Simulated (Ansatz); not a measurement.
# Electric field gradients in SiC under strain

The cell is a diffraction structure from the COD, relaxed with PBE at fixed cell and then changed (z compressed by 3 %).

```xyz
12
Lattice="1.5389 -2.6675 0.0000 1.5389 2.6675 0.0000 0.0000 0.0000 14.6682" Properties=species:S:1:pos:R:3 pbc="T T T"
Si    1.5389    1.7784   12.5813
Si    1.5389   -1.7784    5.2471
Si    1.5389   -0.0006    7.6936
Si    1.5389    0.0006    0.3595
Si    1.5389   -1.7789   10.1391
Si    1.5389    1.7789    2.8049
C     1.5389   -0.0010    9.5316
C     1.5389    0.0010    2.1975
C     1.5389    1.7786   14.4142
C     1.5389   -1.7786    7.0801
C     1.5389   -1.7787   11.9721
C     1.5389    1.7787    4.6380
```

Atoms are numbered from 1 in the order listed; like atoms form one site, named after its first atom.

Computed with Ansatz: DFT, PBE, plane waves and PAW, scalar-relativistic, 420 eV cutoff, Γ-centred 10×10×2 k-points, Fermi–Dirac smearing 0.02 eV.

V_zz is the principal component of the electric field gradient with the largest magnitude, η = (V_xx − V_yy)/V_zz and C_Q = eQV_zz/h. Directions are in the Cartesian axes of the cell vectors above, for the atom listed; none is given where the gradient is under 0.02 or η is above 0.95.

Question: Give the quadrupolar parameters of the distinct sites.

Answer: 

```
site  first atom          first shell  V_zz (10²¹ V/m²)     η  direction of V_zz (x, y, z)
 Si1           1   4 C at 1.83–1.88 Å             -0.76  0.00               0.00 0.01 1.00
 Si3           3   4 C at 1.84–1.88 Å             -1.10  0.00              0.00 -0.01 1.00
 Si5           5   4 C at 1.83–1.88 Å             -0.69  0.00               0.00 0.01 1.00
  C7           7  4 Si at 1.84–1.88 Å             -0.23  0.06               0.00 0.00 1.00
  C9           9  4 Si at 1.83–1.88 Å             -0.40  0.03               0.00 0.00 1.00
 C11          11  4 Si at 1.83–1.88 Å             -0.45  0.03               0.00 0.00 1.00
```

At this changed cell the PBE pressure is 11 GPa. The atoms aren't relaxed in the changed cell (largest force 0.4 eV/Å).

The run took 27 s of wall time (27 s of CPU time) and 0.46 GiB at its peak, on 1 thread of Arm Neoverse V2 (aarch64; 8 cores open to the job, memory cap 2.5 GiB, no GPU), a shared host with a load of 0.8 a core.
